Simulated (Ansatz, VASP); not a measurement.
# One calculation of Ru, two programs

```
Ru
1.0
     2.78926    0.00000    0.00000
    -1.39463    2.41557    0.00000
     0.00000    0.00000    4.27063
Ru
2
Direct
  0.33333 0.66667 0.25000
  0.66667 0.33333 0.75000
```

Alike in both runs: task single point; functional PBEsol; k mesh 21 × 21 × 12; occupations gaussian, width 0.15 eV; no spin polarisation.

|  | VASP | Ansatz |
| --- | --- | --- |
| version | VASP 6.6.1 | Ansatz 0.2.0 |
| potentials or method | VASP PAW PBE potentials, release 64 (Ru_pv) | scalar-relativistic, plane waves, PAW |
| plane-wave cutoff (eV) | 520 | 420 |
| valence electrons in the cell | 28 | 32 |

|  | VASP | Ansatz | Ansatz less VASP |
| --- | --- | --- | --- |
| gap on the k mesh at the Fermi level (eV) | none | none | - |
| pressure (GPa) | -21.7 | -21.5 | +0.16 |
| largest component of the traceless stress (GPa) | 6.44 | 6.46 | +0.021 |

A gap of «none» marks a metal or a gap that the smearing closes. With one functional, cell and mesh, what is left measures potentials, basis and numerics. The two sets of potentials don't hold the same shells in valence. Ansatz warned: «pseudo_functional_mismatch».

Caveats: so large a pressure means that the cell lies far from this level's equilibrium, or that cutoff or potentials fall short (VASP); the potentials were made for another functional, which shifts forces and pressure (VASP).
